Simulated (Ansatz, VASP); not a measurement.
# One calculation of ZnO, two programs

```xyz
8
Lattice="5.5148 0.0000 0.0000 0.0000 5.5148 0.0000 0.0000 0.0000 3.2430" Properties=species:S:1:pos:R:3 pbc="T T T"
Zn    1.0041    1.0041    1.6215
Zn    4.5108    4.5108    1.6215
Zn    3.7615    1.7533    0.0000
Zn    1.7533    3.7615    0.0000
O     4.5111    1.0037    1.6215
O     1.0037    4.5111    1.6215
O     3.7611    3.7611    0.0000
O     1.7537    1.7537    0.0000
```

Alike in both runs: functional PBEsol; k mesh 6 × 6 × 8; occupations gaussian, width 0.02 eV; no spin polarisation.

Ansatz relaxed the structure, and its values are those at the end. VASP's run is a single point on that final structure, the one shown.

```csv
,VASP,Ansatz
version,VASP 6.6.1,Ansatz 0.2.0
potentials or method,"VASP PAW PBE potentials, release 64 (Zn, O)","scalar-relativistic, plane waves, PAW"
plane-wave cutoff (eV),520,420
valence electrons in the cell,72,72
```

|  | VASP | Ansatz | Ansatz less VASP |
| --- | --- | --- | --- |
| gap on the k mesh at the Fermi level (eV) | 0.69 | 0.70 | +0.009 |
| least direct gap on the mesh (eV) | 0.69 | 0.70 | +0.009 |
| pressure (GPa) | 0.8 | 0.0 | -0.82 |
| rms of the force components (eV/Å) | 0.001 | 0.003 | +0.0024 |

Ansatz warned: «pseudo_functional_mismatch».

Caveats: the PAW data sets were made with another functional, which shifts forces and pressure a little (VASP). A hybrid or GW would open this gap; PBEsol tends to underestimate it.
